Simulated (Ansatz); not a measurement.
# Ti2COS MXene monolayer in a perpendicular field, part 2 of 2

Wanted: the out-of-plane response of the Ti2COS MXene monolayer. A positive field points along +c.

Ansatz 0.2.0; plane-wave DFT, PBE-D3(BJ), Ansatz PAW.

So far. Step 2 (Relaxing the slab): The lattice constant a goes from 3.100 to 3.078 Å.

## (3) Single point, field 0

A sawtooth potential applies the field, turning back in the middle of the vacuum. With the dipole correction the typed value is the field outside the slab. The induced dipole is small, so the SCF threshold is tight.

The cell differs from the one that the last finished run ended in (c 41.576 → 22.988 Å).

The input, input.yaml:

```yaml
crystal:
  lattice:
    - [3.0778828125, 0.0, 0.0]
    - [-1.5389414063, 2.6655247055, 0.0]
    - [0.0, 0.0, 22.9876245009]
  atoms:
    - { symbol: S, position: [0.3333333333, 0.6666666667, 0.3915150084] }
    - { symbol: Ti, position: [0.6666666667, 0.3333333333, 0.4611297205] }
    - { symbol: C, position: [0.0, 0.0, 0.5127241533] }
    - { symbol: Ti, position: [0.3333333333, 0.6666666667, 0.5700825504] }
    - { symbol: O, position: [0.6666666667, 0.3333333333, 0.6084849916] }
kpoints:
  mp_grid: { grid: [18, 18, 1] }
  band_path:
    path: [[0, 0, 0], [0.5, 0, 0], [0.33333333, 0.33333333, 0], [0, 0, 0]]
    npoints: 16
hamiltonian:
  xc: pbe
  dispersion: d3bj
scf:
  occupations: { method: fermi_dirac, width: 0.02585 }
  convergence: { dr2_threshold: 1.0e-10 }
efield:
  axis: 3
  dipole_correction: true
  ramp_position: 0.97
  ramp_width: 0.06
  amplitude: 0
output:
  dos: { projected: true, e_range: [-6, 5] }
  write_potential: true
  write_density: true
  volumetric_format: npy
  elf: true
```

The run is started by

```sh
ansatz run input.yaml --threads 2 --pin off --max-ram 3072MiB --backend cpu --events-out ev --progress --plain --runs-dir out
```

Numbers of over 12 decimals in the logs are rounded to 6 here.

The program printed:

```text
[...]
Crystal: 5 atoms, lattice volume = 188.594 Å³
Basis set: ecut = 420 eV, 3653 PW (Γ)
Bands: 25, of which v1, the nominal top of the filled ones, is band 20 counted from 1 (19 counted from 0)
Symmetry: 6 space group operations
[...]
k-points: 37 of 324 (time reversal used)
[...]
SCF iter   1: F=—  HF=-6726.380856 eV  |F-HF|=—  |Δ(HF+E_count)|=         —  Δρ=4.32e-3  dr2=9.20e-2  ethr=1.77e-3  p=0.022 e·Å  D=2.09e-2 V/Å  ΔV_dip=-0.48 eV  dr2_dipole=4.01e-4  V_vac-E_F(+/−)=5.38/5.86 eV  ⟨swp⟩=7.3  Hψ=4800  notcnv=0
efield: sawtooth ramp at fractional position 0.9700 (set: `efield.ramp_position`, or a place that a band, a saddle search or an elastic batch's reference lends), width 0.0600; the density the first Hamiltonian is built on has a dipole p = 0.022 e·Å; the dipole correction subtracts the counter field D = 2.09e-2 V/Å, which shifts the + side's vacuum level by -0.48 eV against the − side's; the planar-averaged density in the ramp window peaks in size at 1.2e-5 e/Å³
[...]
SCF iter   2: F=—  HF=-6726.385081 eV  |F-HF|=—  |Δ(HF+E_count)|=   4.22e-3  Δρ=4.47e-3  dr2=1.15e-1  ethr=2.30e-4  p=0.013 e·Å  D=1.22e-2 V/Å  ΔV_dip=-0.28 eV  dr2_dipole=1.41e-6  V_vac-E_F(+/−)=5.67/5.95 eV  ⟨swp⟩=3.0  Hψ=1893  notcnv=0  defer=14
[...]
SCF iter  10: F=-6726.369967 eV  HF=-6726.369967 eV  |F-HF|=1.29e-10  |Δ(HF+E_count)|=   1.11e-9  Δρ=2.56e-7  dr2=9.58e-11  ethr=1.00e-12  p=0.016 e·Å  D=1.50e-2 V/Å  ΔV_dip=-0.34 eV  dr2_dipole=8.96e-12  V_vac-E_F(+/−)=5.55/5.90 eV  ⟨swp⟩=4.7  Hψ=3209  notcnv=0
SCF 1 converged in 10 iterations: F = -6726.369967 eV  dr2 = 9.58e-11
[...]
NSCF: frozen V_eff on 49 k-points
efield: sawtooth ramp at fractional position 0.9700 (kept from the solve that this one continues, or follows in the run), width 0.0600; the density the first Hamiltonian is built on has a dipole p = 0.016 e·Å; the dipole correction subtracts the counter field D = 1.50e-2 V/Å, which shifts the + side's vacuum level by -0.34 eV against the − side's; the planar-averaged density in the ramp window peaks in size at 1.4e-6 e/Å³
WARN: The output density's exchange-correlation potential varies sharply where the density is thin. Do not read a vacuum level from v_tot or v_xc, or from such a field of the output density. On a cell that repeats whose density bears no net charge and no dipole along the vacuum's axis use v_es (v_loc + v_h of the components); under efield.dipole_correction with no amplitude use v_es + v_field, which holds any externa [...]
SCF converged after 10 iterations
Free energy (F): -6726.369967 eV
[...]
Internal energy: -6726.367685 eV  (E = F + TS)
E sigma→0 (E₀):  -6726.368826 eV
Entropy (-TS):   -0.002282 eV (-0.456 meV/atom)
Fermi energy:    -0.086815 eV
Dipole field:    D = 0.014981 V/Å  (p = 0.015613 e·Å, saw-weighted, corrected)
Work function:   Φ+ = 5.5542 eV   Φ− = 5.8986 eV
Levels:          The Fermi level and band energies are counted from a zero that moves with the ramp; work functions are not
[...]
--- Band table (eV; the first three rows and the last of 37) ---
  k-point 0: bands = [... 16 lower, -2.0332, -1.3958, 0.4895, 0.4895, 0.8165, 0.8165, 1.0622, 1.6296, ... 1 higher]
  k-point 1: bands = [... 16 lower, -2.0364, -1.2791, 0.1085, 0.2341, 0.7212, 1.0136, 1.3016, 1.6735, ... 1 higher]
  k-point 2: bands = [... 16 lower, -2.0529, -1.2184, -0.5571, -0.1040, 0.5566, 1.1563, 1.5158, 1.7916, ... 1 higher]
  k-point 36: bands = [... 16 lower, -3.7145, -2.9823, -2.7653, -2.4832, 1.1385, 1.3257, 2.2261, 2.4730, ... 1 higher]
```

Elapsed: 14 s, on 2 threads of Intel Xeon 6975P-C (Granite Rapids), shared host; peak memory 0.57 GiB; 27 s of CPU time.

In the SCF lines HF is the Harris–Foulkes energy and dr2 the Hartree energy of the density residual, in eV; the loop may stop once dr2 is under the threshold and the program's other checks hold. Hψ counts applications of the Hamiltonian.

This step gave:

- energy at zero smearing: -6726.3688 eV
- work function, upper face: 5.554 eV
- work function, lower face: 5.899 eV
- dipole along the normal: 0.01561 e·Å
- step between the vacuum levels: -0.3444 eV

Running mean over a fixed 2.7 Å (it still follows the layers) of the planar mean; the ramp of the sawtooth is left out. The electron's electrostatic potential energy less the Fermi level by z:

| z (Å) | electron's electrostatic potential energy less the Fermi level (eV) |
| --- | --- |
| 3.5 | 5.90 |
| 4.0 | 5.90 |
| 4.5 | 5.90 |
| 5.0 | 5.90 |
| 5.5 | 5.89 |
| 6.0 | 5.86 |
| 6.5 | 5.73 |
| 7.0 | 5.05 |
| 7.5 | 3.00 |
| 8.0 | 0.449 |
| 8.5 | -1.68 |
| 9.0 | -4.17 |
| 9.5 | -6.98 |
| 10.0 | -8.26 |
| 10.5 | -8.43 |
| 11.0 | -8.42 |
| 11.5 | -8.90 |
| 12.0 | -9.19 |
| 12.5 | -9.52 |
| 13.0 | -9.23 |
| 13.5 | -7.37 |
| 14.0 | -5.20 |
| 14.5 | -2.17 |
| 15.0 | 1.10 |
| 15.5 | 3.94 |
| 16.0 | 5.28 |
| 16.5 | 5.51 |
| 17.0 | 5.55 |
| 17.5 | 5.55 |
| 18.0 | 5.55 |
| 18.5 | 5.55 |
| 19.0 | 5.55 |
| 19.5 | 5.55 |

The density of states has structure finer than the step of the table below, so its rows give means over 0.25 eV, whole bins alone (the curve runs from -6 to 1.39 eV). Peaks (eV: height): -5.480: 10.2, -4.590: 20.9, -4.320: 8.02, -3.740: 11.9, -2.770: 10.1, -2.720: 10.5, -1.750: 7.66.

Density of states against energy, zero at the Fermi level; means over each step:

energy (eV), density of states (states/eV a cell) and a bar:
```
    -5.75        2.0 #######
    -5.50        4.5 ###################
    -5.25        1.9 #######
    -5.00        4.4 ###################
    -4.75        5.1 ######################
    -4.50        6.0 ##########################
    -4.25        3.1 #############
    -4.00        2.0 #######
    -3.75        5.7 #########################
    -3.50        0.7 #
    -3.25        0.9 ##
    -3.00        3.5 ###############
    -2.75        6.8 ##############################
    -2.50        3.6 ###############
    -2.25        3.4 ##############
    -2.00        3.4 ##############
    -1.75        3.5 ###############
    -1.50        1.9 #######
    -1.25        2.0 #######
    -1.00        1.6 #####
    -0.75        1.6 #####
    -0.50        0.8 #
    -0.25        0.5 
     0.00        1.3 ####
     0.25        1.7 ######
     0.50        2.3 #########
     0.75        2.2 ########
     1.00        1.3 ####
     1.25        2.6 ##########
```

Projected DOS per atom over height of the atomic layer and energy from the Fermi level. Layers: S Ti C Ti O from below.

Ten even steps from '_' (0.01 states/eV) to '@' (3.16 states/eV), each cell a mean:
```
__..__--__
__..__::__
__::__--__
__..__..__
__________
..________
::..______
::________
::__..____
++..::____
--::::..__
..----....
====++..::
::....____
__________
==--==::--
..______::
--..::::@@
____..--##
........==
____..--**
______..::
```
Columns: height of the atomic layer (Å) from 9 to 14.0 (not evenly spaced); rows upwards: energy from the Fermi level (eV) from -5.96 to 1.33.

Electronic bands along the path, in eV, zero at the Fermi level:

| point | band 17 | band 18 | band 19 | band 20 | band 21 | band 22 | band 23 | band 24 |
| --- | --- | --- | --- | --- | --- | --- | --- | --- |
| Γ | -1.95 | -1.31 | 0.58 | 0.58 | 0.90 | 0.90 | 1.15 | 1.72 |
| halfway | -2.68 | -2.14 | -1.31 | -0.55 | 0.17 | 1.43 | 1.76 | 2.22 |
| M | -3.15 | -2.40 | -1.76 | -0.67 | -0.13 | 1.54 | 1.95 | 2.25 |
| halfway | -3.05 | -2.75 | -2.28 | -1.94 | 0.75 | 1.63 | 1.88 | 2.50 |
| K | -3.63 | -2.90 | -2.68 | -2.40 | 1.23 | 1.41 | 2.31 | 2.56 |
| halfway | -2.76 | -2.29 | -1.70 | -1.25 | 0.76 | 1.14 | 1.94 | 2.35 |
| Γ | -1.95 | -1.31 | 0.58 | 0.58 | 0.90 | 0.90 | 1.15 | 1.72 |

ELF in the ca plane at fractional y = 0.333, with atoms of Ti and O within 0.2 Å of it. It is the smooth field of the valence electrons, not physical close to the nuclei.

Values, 5 rows by 16 columns, each cell a mean:
```
0.00 0.00 0.00 0.00 0.06 0.32 0.33 0.45 0.29 0.21 0.58 0.71 0.18 0.01 0.00 0.00
0.00 0.00 0.00 0.00 0.01 0.09 0.19 0.36 0.28 0.17 0.63 0.74 0.28 0.01 0.00 0.00
0.00 0.00 0.00 0.00 0.07 0.33 0.34 0.44 0.29 0.21 0.58 0.71 0.18 0.01 0.00 0.00
0.00 0.00 0.00 0.02 0.28 0.71 0.67 0.22 0.59 0.33 0.16 0.20 0.03 0.00 0.00 0.00
0.00 0.00 0.00 0.02 0.29 0.73 0.68 0.22 0.60 0.33 0.14 0.18 0.02 0.00 0.00 0.00
```
Columns run along c (16.0 Å, from fractional 0.14 to 0.83 of the cell), rows up along a (3.1 Å). Atoms in or near the plane, at fractional coordinates: Ti at (0.46, 0.67), O at (0.61, 0.67).

Electrostatic potential energy in the ca plane at fractional y = 0.333, with atoms of Ti and O within 0.2 Å of it. With pseudopotentials it is smooth inside the atoms' cores, unlike the true potential.

Ten even steps from '0' (-36 eV) to '9' (6 eV), each cell a mean:
```
99999999999999998874225788877668999999999999
99999999999999999851001688885004999999999999
99999999999999999840000588883002999999999999
99999999999999999861002688885105999999999999
99999999999999988875336788777779999999999999
99999999999999977788778887656789999999999999
99999999999999876688888877645789999999999999
99999999999999987787778888766789999999999999
```
Columns run along c (16.0 Å, from fractional 0.14 to 0.83 of the cell; values clipped at the 3rd and 97th percentile), rows up along a (3.1 Å). Atoms in or near the plane, at fractional coordinates: Ti at (0.46, 0.67), O at (0.61, 0.67).

Valence density in the ca plane at fractional y = 0.333, with atoms of Ti and O within 0.2 Å of it. It is the smooth field of the valence electrons, not physical close to the nuclei.

Values in units of 1e0 e/Å³, 5 rows by 16 columns, each cell a mean:
```
0.0 0.0 0.0 0.0 0.0 0.0 0.1 0.3 2.0 1.4 0.2 0.6 1.6 0.1 0.0 0.0
0.0 0.0 0.0 0.0 0.0 0.0 0.1 0.2 5.6 3.9 0.1 1.3 4.8 0.2 0.0 0.0
0.0 0.0 0.0 0.0 0.0 0.0 0.1 0.3 2.2 1.5 0.2 0.6 1.7 0.1 0.0 0.0
0.0 0.0 0.0 0.0 0.0 0.0 0.2 0.5 0.3 0.4 0.4 0.4 0.2 0.0 0.0 0.0
0.0 0.0 0.0 0.0 0.0 0.0 0.2 0.5 0.3 0.4 0.4 0.4 0.2 0.0 0.0 0.0
```
Columns run along c (16.0 Å, from fractional 0.08 to 0.77 of the cell), rows up along a (3.1 Å). Atoms in or near the plane, at fractional coordinates: Ti at (0.46, 0.67), O at (0.61, 0.67).

The work function of the upper face is 5.55 eV.

## (4) Atoms held, field 0.1 V/Å

input.yaml, as its differences from that of step 3:

```diff
@@ -27,5 +27,4 @@
   ramp_width: 0.06
-  amplitude: 0
+  amplitude: 0.1
 output:
-  dos: { projected: true, e_range: [-6, 5] }
   write_potential: true
@@ -33,2 +32 @@
   volumetric_format: npy
-  elf: true
```

The program printed:

```text
[...]
Crystal: 5 atoms, lattice volume = 188.594 Å³
Basis set: ecut = 420 eV, 3653 PW (Γ)
Bands: 25, of which v1, the nominal top of the filled ones, is band 20 counted from 1 (19 counted from 0)
Symmetry: 6 space group operations
[...]
k-points: 37 of 324 (time reversal used)
[...]
k-point 0: bands = [... 16 lower, -2.0516, -1.4208, 0.4749, 0.4749, 0.7973, 0.7973, 1.0482, 1.6113, ... 1 higher]
  k-point 1: bands = [... 16 lower, -2.0547, -1.3033, 0.0905, 0.2169, 0.7056, 0.9972, 1.2868, 1.6553, ... 1 higher]
  k-point 2: bands = [... 16 lower, -2.0709, -1.2399, -0.5792, -0.1231, 0.5416, 1.1411, 1.5004, 1.7743, ... 1 higher]
  k-point 36: bands = [... 16 lower, -3.7263, -2.9993, -2.7769, -2.5129, 1.1237, 1.3155, 2.2091, 2.4508, ... 1 higher]
[key lines of the parts left out:]
SCF converged after 15 iterations
Free energy (F): -6726.373004 eV
Fermi energy:    -0.104177 eV
Dipole field:    D = 0.043303 V/Å  (p = 0.045133 e·Å, saw-weighted, corrected)
```

Run time: 17 s. Hardware: 2 threads; peak memory 0.55 GiB.

The dipole is 0.0451 e·Å, 0.0295 e·Å from its value without field.

## (5) Atoms held, field -0.1 V/Å

input.yaml, as its differences from that of step 4:

```diff
@@ -27,3 +27,3 @@
   ramp_width: 0.06
-  amplitude: 0.1
+  amplitude: -0.1
 output:
```

The program printed:

```text
[...]
Crystal: 5 atoms, lattice volume = 188.594 Å³
Basis set: ecut = 420 eV, 3653 PW (Γ)
Bands: 25, of which v1, the nominal top of the filled ones, is band 20 counted from 1 (19 counted from 0)
Symmetry: 6 space group operations
[...]
k-points: 37 of 324 (time reversal used)
[...]
k-point 0: bands = [... 16 lower, -2.0152, -1.3714, 0.5036, 0.5036, 0.8351, 0.8351, 1.0756, 1.6474, ... 1 higher]
  k-point 1: bands = [... 16 lower, -2.0186, -1.2554, 0.1259, 0.2508, 0.7362, 1.0295, 1.3158, 1.6912, ... 1 higher]
  k-point 2: bands = [... 16 lower, -2.0354, -1.1975, -0.5355, -0.0855, 0.5711, 1.1710, 1.5307, 1.8083, ... 1 higher]
  k-point 36: bands = [... 16 lower, -3.7031, -2.9659, -2.7541, -2.4541, 1.1528, 1.3354, 2.2425, 2.4947, ... 1 higher]
[key lines of the parts left out:]
SCF converged after 15 iterations
Free energy (F): -6726.369882 eV
Fermi energy:    -0.069962 eV
Dipole field:    D = -0.013340 V/Å  (p = -0.013903 e·Å, saw-weighted, corrected)
```

The job ended after 15 s (2 threads; peak memory 0.55 GiB; 30 s of CPU time).

The dipole is -0.0139 e·Å, -0.0295 e·Å from its value without field.

## (6) Response, atoms held

This step: plane-wave DFT, PBE-D3(BJ), Ansatz PAW; response to a field along the normal, atoms held (Ansatz 0.2.0).

The dipoles give the slope, and the difference of two potentials shows where the field is screened.

Numbers from this step:

```
equivalent conductor thickness p/(ε₀AE) : 6.510 Å
distance between the outer atoms        : 4.988 Å
```

Table of dipole of the cell by applied field:

| applied field (V/Å) | dipole of the cell (e·Å) |
| --- | --- |
| -0.1000 | -0.0139 |
| 0.0000 | 0.0156 |
| 0.1000 | 0.0451 |

Local field over the applied field, running mean. From the potentials at -0.1 and 0.1 V/Å; running mean over 2.5 Å. Local field over applied field against z:

| z (Å) | local field over applied field |
| --- | --- |
| 4.5 | 0.999 |
| 5.0 | 0.997 |
| 5.5 | 0.991 |
| 6.0 | 0.974 |
| 6.5 | 0.927 |
| 7.0 | 0.825 |
| 7.5 | 0.668 |
| 8.0 | 0.490 |
| 8.5 | 0.306 |
| 9.0 | 0.152 |
| 9.5 | 0.0627 |
| 10.0 | 0.0307 |
| 10.5 | 0.0209 |
| 11.0 | 0.0245 |
| 11.5 | 0.0320 |
| 12.0 | 0.0365 |
| 12.5 | 0.0460 |
| 13.0 | 0.0848 |
| 13.5 | 0.171 |
| 14.0 | 0.312 |
| 14.5 | 0.480 |
| 15.0 | 0.656 |
| 15.5 | 0.810 |
| 16.0 | 0.921 |
| 16.5 | 0.974 |
| 17.0 | 0.992 |
| 17.5 | 0.998 |
| 18.0 | 0.999 |
| 18.5 | 1.000 |

Electrons, planar mean, per unit field. The induced electron density by z:

z (Å), induced electron density (e/Å³ per V/Å) and a bar from the least value:
```
      4.5    0.00000 ###############
      5.0    0.00001 ###############
      5.5    0.00004 ###############
      6.0    0.00012 ###############
      6.5    0.00035 ################
      7.0    0.00097 ###################
      7.5    0.00233 ########################
      8.0    0.00375 ##############################
      8.5    0.00222 ########################
      9.0    0.00096 ###################
      9.5    0.00070 ##################
     10.0   -0.00069 ############
     10.5   -0.00022 ##############
     11.0    0.00016 ###############
     11.5    0.00010 ###############
     12.0    0.00017 ###############
     12.5   -0.00062 ############
     13.0   -0.00006 ##############
     13.5   -0.00076 ############
     14.0   -0.00156 ########
     14.5   -0.00361 
     15.0   -0.00274 ####
     15.5   -0.00109 ##########
     16.0   -0.00036 #############
     16.5   -0.00011 ##############
     17.0   -0.00003 ###############
     17.5   -0.00001 ###############
     18.0    0.00000 ###############
     18.5    0.00000 ###############
```

By hand: between -0.1 and 0.1 V/Å the dipole changes by 0.05904 e·Å, a slope of 0.2952 e·Å²/V. A perfect conductor of thickness t has p = ε₀AEt, so t = 180.95 × 0.2952 / 8.204 = 6.51 Å (e/ε₀ = 180.95 V·Å, A in Å²).

The induced dipole is that of a conductor 6.51 Å thick.

## (7) Outcome

```json
{
 "gap without field": "none",
 "work function, upper face": "5.55 eV",
 "step between the vacuum levels": "-0.344 eV",
 "equivalent conductor thickness, atoms held": "6.51 Å"
}
```

**Reading.** The induced dipole equals that of a perfect conductor 6.51 Å thick, while the outer atoms lie 4.99 Å apart. The two faces differ: the vacuum level above lies 0.34 eV lower than the one below. There is no gap over 0.03 eV, with or without the field. The first relaxation ran with spin and lost its moment, and the later runs have none; other magnetic states were not tried. The MXene's terminations sit over the metal atoms of its far layer; the site over carbon or nitrogen, which some compounds prefer, was not run.

[Logs are printed without paths, hosts, clocks, repeated set-up lines and the standing remarks that a program may print on its own settings, such as how far it seeks lower states.]

[Hosts, paths, dates, database ids (printed as entryN), source tags and the programs' standing remarks are cut or masked in the printed files.]

[Maps of the electrostatic potential energy from Ansatz leave out the sawtooth potential of an applied field or a dipole correction, so their vacuum need not be flat; planar profiles and work functions include it.]

[The density of states shown here was stored with 400 of the rows of the run's finer table, so its peaks can read low, often by over a quarter, or be missed, and its means over a window can be off by a tenth or more.]
